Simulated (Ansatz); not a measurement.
InSb built on the zincblende prototype was relaxed with r2SCAN, strained in 3 ways (changes of length per length), its atoms relaxed again with r2SCAN, and run with PBE in the PAW code Ansatz. No spin polarisation and no zero-point or thermal motion.

Uniaxial +1.12 % along z, other directions held. Input:
```yaml
crystal:
  lattice:
    - [0.0, 3.2795130145, 3.3162435603]
    - [3.2795130145, 0.0, 3.3162435603]
    - [3.2795130145, 3.2795130145, 0.0]
  atoms:
    - { symbol: In, position: [0.0, 0.0, 0.0] }
    - { symbol: Sb, position: [0.25, 0.25, 0.25] }
kpoints:
  mp_grid: { grid: [6, 6, 6] }
  band_path:
    path:
      - [0.0, 0.0, 0.0]
      - [-0.5, -0.5, 0.0]
      - [-0.375, -0.375, 0.25]
      - [-0.375, 0.0, 0.375]
      - [0.0, 0.0, 0.5]
      - [-0.5, -0.25, 0.25]
    npoints: 1
hamiltonian:
  xc: pbe
scf:
  occupations: { method: fermi_dirac, width: 0.02 }
  n_extra_bands: 4
output:
  forces: true
  stress: true
  eigenvalues: true
```

Main results, then levels in eV from the Fermi energy at the points of the path (names of the unstrained zone, bands numbered from 0):
```
Crystal: 2 atoms, lattice volume = 71.334 Å³
Basis set: ecut = 420 eV, 1411 PW (Γ)
Symmetry: 8 space group operations
Space group: I-4m2 (ITA 119)
k-points: 30 of 216 (time reversal used)
Free energy (F): -12082.561659 eV
Fermi energy:    6.814245 eV
--- Stress (GPa, compression-positive) ---
        1.062183       0.000000       0.000000
        0.000000       1.062183       0.000000
        0.000000       0.000000       0.796544
  P = ⅓ Tr σ = 0.9736 GPa (9.736 kbar)
```
```tsv
point	band_11	band_12	band_13	band_14	band_15	band_16
Γ	-0.486	-0.056	-0.002	-0.002	2.943	2.943
X	-5.757	-2.088	-2.088	1.391	1.449	7.860
U	-5.623	-2.922	-1.764	1.669	3.671	6.082
K	-5.594	-2.921	-1.820	1.601	3.579	6.086
L	-5.416	-0.988	-0.920	0.437	3.768	3.818
W	-5.634	-2.680	-2.551	3.348	3.982	4.162
```

PBE gives a gap of zero: filled and empty bands touch at Γ. The mean pressure is +0.97 GPa (compression positive), so PBE would enlarge the cell's volume.

Isotropic -1.34 % on every length. These blocks change:
```yaml
crystal:
  lattice:
    - [0.0, 3.2355675401, 3.2355675401]
    - [3.2355675401, 0.0, 3.2355675401]
    - [3.2355675401, 3.2355675401, 0.0]
  atoms:
    - { symbol: In, position: [0.0, 0.0, 0.0] }
    - { symbol: Sb, position: [0.25, 0.25, 0.25] }
```

```
Crystal: 2 atoms, lattice volume = 67.746 Å³
Basis set: ecut = 420 eV, 1363 PW (Γ)
Symmetry: 24 space group operations
Space group: F-43m (ITA 216)
k-points: 16 of 216 (time reversal used)
Free energy (F): -12082.514451 eV
Fermi energy:    7.452700 eV
--- Stress (GPa, compression-positive) ---
        3.393361       0.000000       0.000000
        0.000000       3.393361       0.000000
        0.000000       0.000000       3.393361
  P = ⅓ Tr σ = 3.3934 GPa (33.934 kbar)
```
```tsv
point	band_11	band_12	band_13	band_14	band_15	band_16
Γ	-0.187	-0.014	-0.014	-0.014	2.954	2.954
X	-5.934	-2.285	-2.285	1.322	1.333	8.185
U	-5.799	-3.147	-1.939	1.607	3.699	6.282
K	-5.799	-3.147	-1.939	1.607	3.699	6.282
L	-5.642	-1.024	-1.024	0.533	3.810	3.810
W	-5.823	-2.886	-2.755	3.507	3.985	4.234
```

PBE gives a gap of zero: filled and empty bands touch at Γ. At this geometry PBE finds +3.39 GPa, compression counted positive: its own equilibrium volume is larger.

Question: Biaxial +3.29 % in x and y, z held gives these blocks instead:
```yaml
crystal:
  lattice:
    - [0.0, 3.3874089927, 3.2795130145]
    - [3.3874089927, 0.0, 3.2795130145]
    - [3.3874089927, 3.3874089927, 0.0]
  atoms:
    - { symbol: In, position: [0.0, 0.0, 0.0] }
    - { symbol: Sb, position: [0.25, 0.25, 0.25] }
```
What comes out?

Answer:
```
Crystal: 2 atoms, lattice volume = 75.262 Å³
Basis set: ecut = 420 eV, 1455 PW (Γ)
Symmetry: 8 space group operations
Space group: I-4m2 (ITA 119)
k-points: 30 of 216 (time reversal used)
Free energy (F): -12082.556980 eV
Fermi energy:    6.193835 eV
--- Stress (GPa, compression-positive) ---
       -1.243416       0.000000       0.000000
        0.000000      -1.243416       0.000000
        0.000000       0.000000      -0.488649
  P = ⅓ Tr σ = -0.9918 GPa (-9.918 kbar)
```
```tsv
point	band_11	band_12	band_13	band_14	band_15	band_16
Γ	-0.792	-0.076	-0.076	0.062	2.895	2.967
X	-5.446	-2.072	-2.072	1.195	1.395	7.560
U	-5.367	-2.704	-1.774	1.503	3.341	5.897
K	-5.445	-2.706	-1.621	1.685	3.588	5.852
L	-5.206	-0.980	-0.799	0.334	3.697	3.840
W	-5.430	-2.489	-2.355	3.028	3.779	3.988
```
PBE gives a direct gap of 0.14 eV at Γ. With the atoms held, the mean pressure is -0.99 GPa (compression positive).

Spin-orbit coupling is left out, which matters wherever the heavy atoms make up the band edges.
